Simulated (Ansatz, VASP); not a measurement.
## Two plane-wave programs on Hg

```
Hg
1.0
     3.05255    0.00000    0.00000
     0.00000    3.05255    0.00000
     0.00000    0.00000    3.05255
Hg
1
Direct
  0.00000 0.00000 0.00000
```

Alike in both runs: task single point; functional PBE; k mesh 11 × 11 × 11; occupations fermi-dirac, width 0.1 eV; no spin polarisation.

|  | VASP | Ansatz |
| --- | --- | --- |
| version | VASP 6.6.1 | Ansatz 0.2.0 |
| potentials or method | VASP PAW PBE potentials, release 64 (Hg) | plane waves (420 eV) with PAW, scalar-relativistic |
| plane-wave cutoff (eV) | 520 | 420 |
| valence electrons in the cell | 12 | 20 |

Ansatz gave:

| Property | Result |
| --- | --- |
| pressure (GPa) | 0.8 |

Problem. Which values does VASP return?

Solution. Pressure (GPa): 1.0.

The functional is the same, so the differences come from potentials, cutoffs and numerics. The two sets of potentials don't hold the same shells in valence.

The runs have no spin-orbit coupling, so splittings on Hg are missing.
